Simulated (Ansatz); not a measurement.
# One atom moved along a line in TiAl3

Theory: DFT r2SCAN, scalar-relativistic, plane waves, PAW (Ansatz 0.2.0). The runs took a 500 eV cutoff, a Γ-centred 12×12×12 mesh and Gaussian smearing (0.15 eV). No spin polarisation. Energies are free energies at this smearing, counted from the undisturbed cell; pressure is positive in compression.

Reference structure (relaxed at this level; this form isn't the usual structure):

```
Ti Al
1.0
     3.95567    0.00000    0.00000
     0.00000    3.95567    0.00000
     0.00000    0.00000    3.95567
Ti Al
1 3
Direct
  0.00000 0.00000 0.00000
  0.50000 0.50000 0.00000
  0.50000 0.00000 0.50000
  0.00000 0.50000 0.50000
```

Atom 1 (Ti) is moved by x along the Cartesian unit vector (0.577, 0.577, 0.577); the cell and all other atoms stay fixed. The cell is metallic on the mesh throughout.

| x (Å) | ΔE (meV/cell) |
| --- | --- |
| -0.2000 | 202.6 |
| -0.1000 | 50.0 |
| 0.0000 | 0.0 |
| 0.0250 | 3.1 |
| 0.0500 | 12.5 |
| 0.0750 | 28.1 |
| 0.1250 | 78.3 |
| 0.1500 | 113.1 |
| 0.1750 | 154.5 |

**Question.** Predict the pressure (GPa) at each point.

**Answer.**
| x (Å) | pressure (GPa) |
| --- | --- |
| -0.2000 | 1.4 |
| -0.1000 | 0.4 |
| 0.0000 | 0.0 |
| 0.0250 | 0.1 |
| 0.0500 | 0.1 |
| 0.0750 | 0.2 |
| 0.1250 | 0.6 |
| 0.1500 | 0.8 |
| 0.1750 | 1.1 |